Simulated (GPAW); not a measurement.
# W (Fm-3m) in GPAW: notebook

Runs on W. Level: PBE. Tasks: band structure.

Everything below comes from runs of GPAW 26.7.0. Logs are shortened: lines on timing, memory, paths and dates and some standing lists are left out, and cuts for length are marked. The log counts tension as positive stress, the text compression.

**1. The crystal as given**

It takes space group Fm-3m (No. 225, cubic). Conventional cell: a = 4.060 Å, b = 4.060 Å, c = 4.060 Å, α = 90.00°, β = 90.00°, γ = 90.00°. W (site symmetry m-3m) has 12 W at 2.87 Å as nearest neighbours.

This isn't the form of W at room conditions, which is bcc.

**2. Band structure, PBE**

run.py reads:

```python
from ase import Atoms
from ase.dft.bandgap import bandgap
from ase.io import write
from ase.units import GPa
from gpaw import GPAW, PW

atoms = Atoms(['W'],
              cell=[[0.0, 2.03, 2.03],
                    [2.03, 0.0, 2.03],
                    [2.03, 2.03, 0.0]],
              scaled_positions=[[0.0, 0.0, 0.0]],
              pbc=True)

calc = GPAW(mode=PW(600),
            xc='PBE',
            kpts={'size': (8, 8, 8), 'gamma': True},
            occupations={'name': 'fermi-dirac', 'width': 0.05},
            nbands=16,
            convergence={'density': 1e-05, 'energy': 1e-05},
            maxiter=150,
            txt='gpaw.txt')
atoms.calc = calc
energy = atoms.get_potential_energy()
forces = atoms.get_forces()
stress = atoms.get_stress()
calc.write('gs.gpw')
write('result.traj', atoms)
print(f'Energy: {energy:.6f} eV')
print('Forces (eV/A):')
print(forces.round(4))
print('Stress (GPa):', (stress / GPa).round(3))
print('Fermi level:', round(calc.get_fermi_level(), 4), 'eV')
print(f'Gap: {bandgap(calc)[0]:.4f} eV, direct: {bandgap(calc, direct=True)[0]:.4f} eV')

path = atoms.cell.bandpath('GXWKGLUWLK,UX', npoints=100, eps=1e-4)
bs_calc = calc.fixed_density(kpts=path, symmetry='off', nbands=24,
                             convergence={'bands': 'CBM+6.0', 'eigenstates': 1e-6}, txt='bands.txt')
bs = bs_calc.band_structure()
bs.write('bs.json')
print(f'Gap on the path: {bandgap(bs_calc)[0]:.4f} eV')
```

Potentials or basis: GPAW PAW data sets (gpaw-data 1.2.1), pw.

Run with:

```console
$ OMP_NUM_THREADS=1 python run.py
```

gpaw.txt:

```text
__  _  _
 | _ |_)|_||  |
 |__||  | ||/\| - 26.7.0

Input parameters:
  mode=PW(ecut=600.0),
  convergence={'density': 1e-05, 'energy': 1e-05},
  kpts=MonkhorstPack(size=(8, 8, 8), gamma=True),
  maxiter=150,
  nbands=16,
  occupations=Occupations(name='fermi-dirac', width=0.05),
  xc=XC(name='PBE')

Diagonalizing LCAO Hamiltonian
Converting LCAO to pw mode

       W

Atoms  # Å, Bohr magnetons
|   | symbol |        x |        y |        z |    initial magnetic moments |
|---|--------|----------|----------|----------|-----------------------------|
| 0 |      W | 0.000000 | 0.000000 | 0.000000 | ( 0.0000,  0.0000,  0.0000) |

Unit cell  # Å
| periodic |        x |        y |        z |  lengths |    angles |
|----------|----------|----------|----------|----------|-----------|
|      yes | 0.000000 | 2.030000 | 2.030000 | 2.870854 | 60.000000 |
|      yes | 2.030000 | 0.000000 | 2.030000 | 2.870854 | 60.000000 |
|      yes | 2.030000 | 2.030000 | 0.000000 | 2.870854 | 60.000000 |

Number of symmetries: 48
Symmetry operations  # r_c * U_cc + t_c -> r_c
|    | kind |            matrix            |
|----|------|------------------------------|
|  0 |  σ   |  1, 0, 0,  1, 0,-1,  1,-1, 0 |
|  1 |  C2  |  1, 0, 0,  1,-1, 0,  1, 0,-1 |
|  2 |  E   |  1, 0, 0,  0, 1, 0,  0, 0, 1 |
|  3 |  σ   |  1, 0, 0,  0, 0, 1,  0, 1, 0 |
|  4 |  C4  |  1, 0,-1,  1, 0, 0,  1,-1, 0 |
|  5 |  S6  |  1, 0,-1,  1,-1, 0,  1, 0, 0 |
|  6 |  σ   |  1, 0,-1,  0, 1,-1,  0, 0,-1 |
|  7 |  C3  |  1, 0,-1,  0, 0,-1,  0, 1,-1 |
|  8 |  S6  |  1,-1, 0,  1, 0, 0,  1, 0,-1 |
|  9 |  C4  |  1,-1, 0,  1, 0,-1,  1, 0, 0 |
| 10 |  C3  |  1,-1, 0,  0,-1, 1,  0,-1, 0 |
| 11 |  σ   |  1,-1, 0,  0,-1, 0,  0,-1, 1 |
| 12 |  σ   |  0, 1, 0,  1, 0, 0,  0, 0, 1 |
| 13 |  C4  |  0, 1, 0,  0, 1,-1, -1, 1, 0 |
| 14 |  C3  |  0, 1, 0,  0, 0, 1,  1, 0, 0 |
| 15 |  S6  |  0, 1, 0, -1, 1, 0,  0, 1,-1 |
| 16 |  C2  |  0, 1,-1,  1, 0,-1,  0, 0,-1 |
| 17 |  σ   |  0, 1,-1,  0, 1, 0, -1, 1, 0 |
| 18 |  S4  |  0, 1,-1,  0, 0,-1,  1, 0,-1 |
| 19 |  C4  |  0, 1,-1, -1, 1, 0,  0, 1, 0 |
| 20 |  C3  |  0, 0, 1,  1, 0, 0,  0, 1, 0 |
| 21 |  σ   |  0, 0, 1,  0, 1, 0,  1, 0, 0 |
| 22 |  S6  |  0, 0, 1,  0,-1, 1, -1, 0, 1 |
| 23 |  C4  |  0, 0, 1, -1, 0, 1,  0,-1, 1 |
| 24 |  S4  |  0, 0,-1,  1, 0,-1,  0, 1,-1 |
| 25 |  C3  |  0, 0,-1,  0, 1,-1,  1, 0,-1 |
| 26 |  C2  |  0, 0,-1,  0,-1, 0, -1, 0, 0 |
| 27 |  S6  |  0, 0,-1, -1, 0, 0,  0,-1, 0 |
| 28 |  S4  |  0,-1, 1,  1,-1, 0,  0,-1, 0 |
| 29 |  C4  |  0,-1, 1,  0, 0, 1, -1, 0, 1 |
| 30 |  C2  |  0,-1, 1,  0,-1, 0,  1,-1, 0 |
| 31 |  σ   |  0,-1, 1, -1, 0, 1,  0, 0, 1 |
| 32 |  C3  |  0,-1, 0,  1,-1, 0,  0,-1, 1 |
| 33 |  S6  |  0,-1, 0,  0, 0,-1, -1, 0, 0 |
| 34 |  S4  |  0,-1, 0,  0,-1, 1,  1,-1, 0 |
| 35 |  C2  |  0,-1, 0, -1, 0, 0,  0, 0,-1 |
| 36 |  C2  | -1, 1, 0,  0, 1, 0,  0, 1,-1 |
| 37 |  S6  | -1, 1, 0,  0, 1,-1,  0, 1, 0 |
| 38 |  S4  | -1, 1, 0, -1, 0, 1, -1, 0, 0 |
| 39 |  C3  | -1, 1, 0, -1, 0, 0, -1, 0, 1 |
| 40 |  S6  | -1, 0, 1,  0, 0, 1,  0,-1, 1 |
| 41 |  C2  | -1, 0, 1,  0,-1, 1,  0, 0, 1 |
| 42 |  C3  | -1, 0, 1, -1, 1, 0, -1, 0, 0 |
| 43 |  S4  | -1, 0, 1, -1, 0, 0, -1, 1, 0 |
| 44 |  C2  | -1, 0, 0,  0, 0,-1,  0,-1, 0 |
| 45 |  i   | -1, 0, 0,  0,-1, 0,  0, 0,-1 |
| 46 |  σ   | -1, 0, 0, -1, 1, 0, -1, 0, 1 |
| 47 |  C2  | -1, 0, 0, -1, 0, 1, -1, 1, 0 |

BZ-sampling:
  Number of BZ points: 512
  Number of IBZ points: 29

  Monkhorst-Pack size: [8, 8, 8]
  Monkhorst-Pack shift: [0.0625, 0.0625, 0.0625]

K-points  # in reciprocal-cell coordinates
|     |                                coordinates |     weight |
|-----|--------------------------------------------|------------|
|   0 | (  0.00000000,   0.00000000,   0.00000000) | 0.00195312 |
|   1 | (  0.12500000,   0.12500000,   0.00000000) | 0.01171875 |
|   2 | (  0.12500000,   0.12500000,   0.12500000) | 0.01562500 |
|   3 | (  0.25000000,   0.12500000,   0.12500000) | 0.02343750 |
|   4 | (  0.25000000,   0.25000000,   0.00000000) | 0.01171875 |
|   5 | (  0.25000000,   0.25000000,   0.12500000) | 0.04687500 |
|   6 | (  0.25000000,   0.25000000,   0.25000000) | 0.01562500 |
|   7 | (  0.37500000,   0.25000000,  -0.37500000) | 0.04687500 |
|   8 | (  0.37500000,   0.25000000,   0.12500000) | 0.04687500 |
|   9 | (  0.37500000,   0.25000000,   0.25000000) | 0.04687500 |
| ... |                                            |            |
|  28 | (  0.50000000,   0.50000000,   0.50000000) | 0.00781250 |

Plane wave coefficients: 568
Cutoff: 600.0 eV

Spin-components: 1 (collinear spins)
Bands:           16
Projectors:      6
Spin-degeneracy: 2
Datatype:        complex128

Parallelization:
  kpt:    1
  domain: 1
  band:   1

Density:
  Valence electrons: 14.0
  Components: 1
  Grid points: [18 18 18]
  Charge: 0.0  # |e|

Potential:
  Grid points: [18 18 18]

species:
  W:
    name:    Tungsten
    Z:       74.0
    valence: 14
    core:    60
    charge:  0.0  # [|e|]
    compensation charges:
      type: gauss
      rc: 0.40  # [Å]
      lmax: 2
    cutoffs:
      filter: 2.36  # [Å]
      core: 3.02  # [Å]
    projectors
    | kind |    occ | energy [eV] | rcut [Å] |
    |------|--------|-------------|----------|
    |   5s |  2.000 |     -78.830 |    1.344 |
    |   6s |  2.000 |      -5.697 |    1.344 |
    |   5p |  6.000 |     -43.233 |    1.355 |
    |   6p |  0.000 |      -1.367 |    1.355 |
    |   5d |  4.000 |      -4.494 |    1.228 |
    |    d |        |      22.717 |    1.228 |

    Using partial waves for W as LCAO basis

Reference energy: -438771.671655  # eV

eigensolver:
  PPCG
  Converge bands: occupied
  niter=2

density mixing:
  MSR1-Mixer
  Pratt-step length: 0.05
  Maximum mixing coefficient: 0.75
  Old densities: 10
  SVD Regularization: 0.005
  Good broyden scale: 1.0
  Trust region scale: 1.0
  Backstep threshold: 4.0
  History deletion threshold: 6.0
  Fourier metric: weight=20.0, sigma=0.015

occupation numbers:
  Fermi-Dirac:
    width: 0.0500  # eV

poisson solver:
  ecut: 4800.0  # eV

xc functional:
  name: PBE with 2 nearest neighbor stencil

convergence criteria:
- Maximum integral of absolute [dens]ity change: 1e-05 electrons / valence electron
- Maximum [total energy] change in last 3 cyles: 1e-05 eV / valence electron
- Maximum integral of absolute [eigenst]ate change: 4e-08 eV^2 / valence electron
maximum number of iterations: 150

SCF iterations
|iter     | |      energy | eigst |  dens |
|---------|-|-------------|-------|-------|
|iter:   1| |  -11.336188 | -0.19 |       |
|iter:   2| |  -11.298169 | -3.28 | -1.23 |
|iter:   3| |  -11.106030 | -2.18 | -1.26 |
|iter:   4| |  -11.107599 | -3.68 | -1.95 |
|iter:   5| |  -11.108376 | -4.78 | -2.35 |
|iter:   6| |  -11.108378 | -6.63 | -3.68 |
|iter:   7| |  -11.108379c| -8.01c| -4.06 |
|iter:   8| |  -11.108379c| -8.82c| -5.40c|

Converged in 8 steps
Energy contributions relative to reference atoms: (reference = -438771.671655)

Energy contributions:
  Kinetic:           2.491409
  Coulomb:          -4.653736
  Zero:             -0.013009
  External:          0.000000
  Xc:               -8.926763
  Entropy:          -0.012561
  Spinorbit:         0.000000
  ----------------------------
  Free energy:     -11.114659
  Extrapolated:    -11.108379

dipole moment: (-15.151329, -15.151329, -15.151329)  # |e|*Ang

Fermi level: 13.181
Eigenvalues  # (at kpt = [0.000, 0.000, 0.000])
| band index |      eig [eV] | occ [0-2] |
|------------|---------------|-----------|
|          0 |       -60.274 |     2.000 |
|          1 |       -24.194 |     2.000 |
|          2 |       -24.194 |     2.000 |
|          3 |       -24.194 |     2.000 |
|          4 |         4.401 |     2.000 |
|          5 |        12.700 |     2.000 |
[... 8 lines left out ...]
|         14 |        35.460 |     0.000 |
|         15 |        46.430 |     0.000 |

No gap
No difference between direct/indirect transitions

Forces  # eV/Ang
|        x |       y |       z |
|----------|---------|---------|
| -0.00000 | 0.00000 | 0.00000 |  # W    0

Stress tensor  # eV/Ang^3
|        x |         y |         z |
|----------|-----------|-----------|
| 0.028926 |  0.000000 |  0.000000 |
| 0.000000 |  0.028926 | -0.000000 |
| 0.000000 | -0.000000 |  0.028926 |

# Writing to gs.gpw (mode='')
```

Wall time 31 s (1 thread of Arm Neoverse N1, shared host); peak memory 0.18 GiB.

Results:

| Property | Result |
| --- | --- |
| Free energy | -11.1147 eV |
| Pressure | -4.6 GPa |
| Band gap along the path | none (metal or under the smearing width) |

Levels at the corners of the path, in eV from the Fermi level:
```csv
point,band 5,band 6,band 7,band 8,band 9,band 10
Γ,-8.78,-0.48,-0.48,-0.48,2.55,2.55
X,-5.27,-4.33,2.99,4.92,5.66,5.66
W,-3.57,-1.92,-1.92,1.32,5.67,10.04
K,-4.17,-3.15,-0.09,2.61,4.58,7.60
Γ,-8.78,-0.48,-0.48,-0.48,2.55,2.55
L,-5.41,-0.70,-0.70,0.63,4.95,4.95
U,-4.17,-3.15,-0.09,2.61,4.58,7.60
W,-3.57,-1.92,-1.92,1.32,5.67,10.04
L,-5.41,-0.70,-0.70,0.63,4.95,4.95
K,-4.17,-3.15,-0.09,2.61,4.58,7.60
U,-4.17,-3.15,-0.09,2.61,4.58,7.60
X,-5.27,-4.33,2.99,4.92,5.66,5.66
```

Caveat: spin-orbit coupling is left out, which moves the levels of the heavy elements.

**3. Band structure, PBE, spin-orbit coupling, no magnetisation**

Edit run.py of step 2 so:

```diff
@@ -1 +1,2 @@
+import numpy as np
 from ase import Atoms
@@ -5,2 +6,3 @@
 from gpaw import GPAW, PW
+from gpaw.spinorbit import soc_eigenstates
 
@@ -40 +42,7 @@
 print(f'Gap on the path: {bandgap(bs_calc)[0]:.4f} eV')
+
+soc = soc_eigenstates(bs_calc, theta=0, phi=0)
+np.savetxt('soc_bands.dat', soc.eigenvalues(), fmt='%.4f')
+mesh = soc_eigenstates('gs.gpw', theta=0, phi=0)
+np.savetxt('soc_mesh.dat', mesh.eigenvalues(), fmt='%.4f')
+print('Fermi level with spin-orbit coupling:', round(mesh.fermi_level, 4), 'eV')
```

Potentials or basis: GPAW PAW data sets (gpaw-data 1.2.1), pw.

Run with:

```console
$ OMP_NUM_THREADS=1 python run.py
```

Run time: 33 s. Hardware: 1 thread of Arm Neoverse N1, shared host; peak memory 0.2 GiB.

Results (log left out):

```yaml
Free_energy: -11.1147 eV
Pressure: -4.6 GPa
Band_gap_along_the_path: none (metal or under the smearing width)
```

Levels at the corners of the path, in eV from the Fermi level:
```
point  band 10  band 11  band 12  band 13  band 14  band 15  band 16  band 17  band 18  band 19
    Γ    -8.84    -0.76    -0.76    -0.76    -0.76    -0.23    -0.23     2.54     2.54     2.54
    X    -5.34    -4.40    -4.40     2.91     2.93     4.74     4.74     5.32     5.32     5.98
    W    -3.65    -2.11    -2.11    -1.84    -1.84     1.28     1.28     5.60     5.60     9.95
    K    -4.24    -3.21    -3.21    -0.16    -0.16     2.57     2.57     4.54     4.54     7.57
    Γ    -8.84    -0.76    -0.76    -0.76    -0.76    -0.23    -0.23     2.54     2.54     2.54
    L    -5.47    -1.05    -1.05    -0.49    -0.49     0.67     0.68     4.67     4.67     5.10
    U    -4.24    -3.21    -3.21    -0.16    -0.16     2.57     2.57     4.54     4.54     7.57
    W    -3.65    -2.11    -2.11    -1.84    -1.84     1.28     1.28     5.60     5.60     9.95
    L    -5.47    -1.05    -1.05    -0.49    -0.49     0.67     0.68     4.67     4.67     5.10
    K    -4.24    -3.21    -3.21    -0.16    -0.16     2.57     2.57     4.54     4.54     7.57
    U    -4.24    -3.21    -3.21    -0.16    -0.16     2.57     2.57     4.54     4.54     7.57
    X    -5.34    -4.40    -4.40     2.91     2.93     4.74     4.74     5.32     5.32     5.98
```

Caveat: spin-orbit coupling was added after a scalar SCF, so levels and gaps hold it while energy, forces, pressure and moments don't; this program's spin-orbit splittings come out too wide for heavy elements.
